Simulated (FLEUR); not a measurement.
Fe2Ge:

```xyz
3
Lattice="4.1636 0.0000 0.0000 -2.0818 3.6058 0.0000 0.0000 0.0000 2.6265" Properties=species:S:1:pos:R:3 pbc="T T T"
Ge    0.0000    0.0000    0.0000
Fe    0.0000    2.4039    1.3132
Fe    2.0818    1.2019    1.3132
```

The cell comes from a database or a generator and needn't be the stable form of this composition.

Base run:

```yaml
Program: FLEUR MaX-R8.1 (later development tree)
Functional: r2SCAN
Potentials_or_basis: all-electron
Basis: FLAPW
Kmax: 4.67 1/bohr
k_mesh: 7 × 7 × 10
Occupations: fermi-dirac, width 0.05 eV
Spin: collinear spin, ferromagnetic start
Starting_moments: "[0.0, 3.0, 3.0] μB"
```

Its results: net moment 5.53 μB per cell; site moments Ge +0.01; Fe +2.77 μB.

The run is repeated on the same cell with these changes: functional from r2SCAN to PBEsol. What comes out?

Net moment 5.05 μB per cell; site moments Ge +0.01; Fe +2.46 μB.

Caveats: the meta-GGA is that of a development version, with a GGA for the radial functions and cores and without core tails (some runs).

Not every run made on this cell is shown here.
